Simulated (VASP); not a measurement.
# C (P6_3/mmc) in VASP: settings compared, part 3 of 3

VASP 6.6.1.

**6. Optical spectrum, PBE**

The input, INCAR:

```
ALGO = Fast
CSHIFT = 0.1
EDIFF = 1E-6
ENCUT = 520
GGA = PE
ISIF = 2
ISMEAR = 0
KPAR = 2
LASPH = T
LCHARG = F
LOPTICS = T
LREAL = F
LWAVE = F
NBANDS = 56
NEDOS = 2000
NELM = 80
PREC = Accurate
SIGMA = 0.03
```

The input, KPOINTS:

```
k-points
0
Gamma
  12 12 4
```

The input, POSCAR:

```
C                                       
1.0
    2.4653911126     -0.0000000000      0.0000000000
   -1.2326955564      2.1350913339     -0.0000000000
    0.0000000000      0.0000000000      6.6815898888
  C             
     4
Direct
     0.0000000000000000    0.0000000000000000    0.2500000000000000
     0.0000000000000000    1.0000000000000000    0.7500000000000000
     0.3333333300000021    0.6666666699999979    0.2500000000000000
     0.6666666699999979    0.3333333300000021    0.7500000000000000
```

Potentials or basis: VASP PAW PBE potentials, release 64 (C).

Run with:

```
> cat potpaw_PBE.64/C/POTCAR > POTCAR
> mpirun -np 2 vasp_std > vasp.out
```

OUTCAR:

```text
EDIFF = 1E-6
   ENCUT = 520
   GGA = PE
   ISIF = 2
   ISMEAR = 0
   LASPH = T
   LREAL = F
   NELM = 80
   PREC = Accurate

 ion  position               nearest neighbor table
   1  0.000  0.000  0.250-   3 1.42   3 1.42   3 1.42
   2  0.000  0.000  0.750-   4 1.42   4 1.42   4 1.42
   3  0.333  0.667  0.250-   1 1.42   1 1.42   1 1.42
   4  0.667  0.333  0.750-   2 1.42   2 1.42   2 1.42

  LATTYP: Found a hexagonal cell.
 ALAT       =     2.4653911126
 C/A-ratio  =     2.7101541231

  Lattice vectors:

 A1 = (   2.4653911126,   0.0000000000,   0.0000000000)
[... 791 lines left out ...]
     0.00000     0.00000     0.00000     0.00000     0.00000     0.00000     0.00000
     1.00562    18.91797    18.91797     0.01521    -0.00000    -0.00000    -0.00000
     2.01125    16.41934    16.41934     0.35701    -0.00000    -0.00000    -0.00000
     3.01687     7.42826     7.42826     0.79523    -0.00000     0.00000    -0.00000
     4.02250     9.05805     9.05805     0.67384    -0.00000     0.00000     0.00000
     5.02812     3.58159     3.58159     0.34169    -0.00000     0.00000    -0.00000
[... 92 lines left out ...]
    98.55115     0.00016     0.00016     0.00015    -0.00000     0.00000    -0.00000
    99.55677     0.00015     0.00015     0.00015    -0.00000     0.00000    -0.00000

  frequency dependent      REAL DIELECTRIC FUNCTION (independent particle, no local field effects) density-density
     E(ev)        X           Y           Z          XY          YZ          ZX
  --------------------------------------------------------------------------------------------------------------
     0.00000  5664.87152  5664.87152     3.21455    -0.00000    -0.00000    -0.00000
     1.00562   -72.28978   -72.28978     3.28058     0.00000    -0.00000    -0.00000
     2.01125    -6.53412    -6.53412     3.77688     0.00000    -0.00000    -0.00000
     3.01687     3.87248     3.87248     3.03330    -0.00000     0.00000     0.00000
     4.02250    -1.37633    -1.37633     2.61368     0.00000    -0.00000    -0.00000
     5.02812    -4.58275    -4.58275     2.99734     0.00000     0.00000    -0.00000
[... 92 lines left out ...]
    98.55115     0.92809     0.92809     0.93419     0.00000     0.00000     0.00000
    99.55677     0.92966     0.92966     0.93570     0.00000     0.00000     0.00000

  frequency dependent IMAGINARY DIELECTRIC FUNCTION (independent particle, no local field effects) current-current
     E(ev)      X         Y         Z        XY        YZ        ZX
  --------------------------------------------------------------------------------------------------------------
     0.00000   743.48426   743.48426     8.80818    -0.00000     0.00000    -0.00000
     1.00562     4.10294     4.10294     0.46868    -0.00000     0.00000    -0.00000
     2.01125    15.63723    15.63723     0.63424    -0.00000     0.00000    -0.00000
     3.01687     7.62508     7.62508     0.92795    -0.00000     0.00000     0.00000
     4.02250     8.93904     8.93904     0.75288    -0.00000     0.00000    -0.00000
     5.02812     3.36124     3.36124     0.42162    -0.00000    -0.00000    -0.00000
[... 92 lines left out ...]
    98.55115     0.00001     0.00001     0.00002    -0.00000     0.00000     0.00000
    99.55677     0.00001     0.00001     0.00002    -0.00000     0.00000     0.00000

  frequency dependent      REAL DIELECTRIC FUNCTION (independent particle, no local field effects) current-current
     E(ev)        X           Y           Z          XY          YZ          ZX
  --------------------------------------------------------------------------------------------------------------
     0.00000  -278.87688  -278.87688     3.21198     0.00000     0.00000    -0.00000
     1.00562    -6.69665    -6.69665     3.27712     0.00000     0.00000    -0.00000
     2.01125     8.95947     8.95947     3.74034    -0.00000     0.00000    -0.00000
     3.01687    10.99856    10.99856     2.98117    -0.00000     0.00000    -0.00000
     4.02250     2.45419     2.45419     2.58031    -0.00000    -0.00000     0.00000
     5.02812    -1.98253    -1.98253     2.98407     0.00000    -0.00000    -0.00000
[... 92 lines left out ...]
    98.55115     0.93522     0.93522     0.93419     0.00000    -0.00000     0.00000
    99.55677     0.93664     0.93664     0.93571     0.00000    -0.00000     0.00000
```

Wall time 23 s (2 MPI ranks of Intel Xeon 6975P-C (Granite Rapids), shared host); peak memory 0.21 GiB.

Results:

* Free energy: -36.8341 eV
* Pressure: 1.8 GPa
* Band gap on the k mesh: none (metal or under the smearing width)

Dielectric function (mean over the directions given):
```
energy (eV)  real part  imaginary part
       0.55    -147.06           97.96
       1.01     -47.10           12.62
       1.51     -13.66            4.10
       2.01      -3.10           11.07
       2.51      -0.69            4.65
       3.02       3.59            5.22
       3.52      -2.18            7.61
       4.02      -0.05            6.26
       4.53      -6.30            7.42
       5.03      -2.06            2.50
       5.48      -2.16            1.52
       5.98      -1.00            1.71
       6.49      -0.14            0.69
       6.99       0.43            0.36
       7.49       1.04            0.67
       7.99       1.46            0.21
       8.50       1.97            0.40
       9.00       2.44            0.18
       9.50       3.06            0.27
      10.01       3.80            0.31
      10.46       4.79            0.58
      10.96       5.54            2.98
      11.46       5.34            2.47
      11.97       4.90            6.50
      12.47       2.78            6.08
      12.97       3.11            4.68
      13.48       2.85            6.93
      13.98      -1.18            8.30
      14.48      -0.22            7.07
      14.98      -4.19            6.38
      15.44      -3.95            2.47
      15.94      -1.25            0.90
      16.44      -0.90            2.97
      16.94      -0.99            0.82
      17.45       0.52            1.53
      17.95      -1.39            4.49
      18.45      -2.26            1.71
      18.96      -0.89            0.67
      19.46      -0.64            0.64
      19.96      -0.29            0.65
```

Caveat: spectra need much finer meshes, so this one isn't converged; independent-particle spectra lack excitons; the intraband (Drude) part of a metal's response may be missing; this functional lacks dispersion, which binds the layers, so the pressure and a relaxed spacing across them are unreliable.

**7. Summary**

| task | level | potentials or basis | k mesh | further INCAR settings | monkhorst-Pack mesh | gap on the mesh (eV) | pressure (GPa) |
| --- | --- | --- | --- | --- | --- | --- | --- |
| band structure | PBE | VASP PAW PBE potentials, release 64 (C) | 12 × 12 × 4 | ALGO = Fast; EDIFF = 1e-06 | - | - | 1.8 |
| band structure | LDA | VASP PAW LDA potentials, release 64 (C) | 12 × 12 × 4 | ALGO = Fast; EDIFF = 1e-06 | - | - | -6.1 |
| band structure | r2SCAN | VASP PAW PBE potentials, release 64 (C) | 12 × 12 × 4 | ALGO = Normal; EDIFF = 1e-06 | - | - | -2.1 |
| dielectric tensor | PBE | VASP PAW PBE potentials, release 64 (C) | 21 × 21 × 6 | ALGO = Fast; EDIFF = 1e-08 | no | none | - |
| optical spectrum | PBE | VASP PAW PBE potentials, release 64 (C) | 12 × 12 × 4 | ALGO = Fast; EDIFF = 1e-06; NBANDS = 56 | - | none | 1.8 |

Alike in all rows: no spin polarisation; cell as given; cutoff (eV) 520; smearing gaussian 0.03 eV.

Caveats: this functional lacks dispersion, which binds the layers, so the pressure and a relaxed spacing across them are unreliable (some runs); the PAW data sets were made with another functional, which shifts forces and pressure a little (some runs); spectra need much finer meshes, so this one isn't converged (some runs); independent-particle spectra lack excitons (some runs); the intraband (Drude) part of a metal's response may be missing (some runs).

Absolute energies hang on the potentials; compare differences alone.
